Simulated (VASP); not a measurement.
A run of VASP 6.6.1 is set up as follows.

File POSCAR:

```
Sn
1.0
    3.0544030747      0.0000000000      0.0000000000
    0.0000000000      3.0544030747      0.0000000000
    0.0000000000      0.0000000000      3.0544030747
Sn
1
Direct
    0.0000000000      0.0000000000      0.0000000000
```

Contents of INCAR.step1:

```
SYSTEM = Sn
PREC = Accurate ; ENCUT = 520
ISMEAR = 0 ; SIGMA = 0.1
LREAL = .FALSE. ; LASPH = .TRUE.
NELM = 100 ; NBANDS = 13
GGA = PE ; ALGO = Normal
EDIFF = 1E-4 ; LWAVE = .TRUE.
LCHARG = .FALSE.
```

File INCAR.step2:

```
SYSTEM = Sn
PREC = Accurate ; ENCUT = 520
EDIFF = 1E-6 ; ISMEAR = 0
SIGMA = 0.1 ; LREAL = .FALSE.
LASPH = .TRUE. ; NELM = 100
ALGO = Normal ; ISIF = 2
LWAVE = .FALSE. ; LCHARG = .FALSE.
METAGGA = R2SCAN ; LMIXTAU = .TRUE.
NBANDS = 13 ; ISTART = 1
```

File KPOINTS:

```
regular mesh
0
G
  18 18 18
  0 0 0
```

Potentials or basis: VASP PAW PBE potentials, release 64 (Sn_d).

Command:

```sh
$ cat potpaw_PBE.64/Sn_d/POTCAR > POTCAR
$ cp INCAR.step1 INCAR
$ mpirun -np 1 vasp_std > vasp.out
$ cp INCAR.step2 INCAR
$ mpirun -np 1 vasp_std > vasp.out
```

Problem. Predict the pressure.

Solution. 0.0 GPa.

Problem. What does it give for the band gap on the k mesh?

Solution. None (metal or under the smearing width).

Caveat: the PAW data sets were made with another functional, which shifts forces and pressure a little.
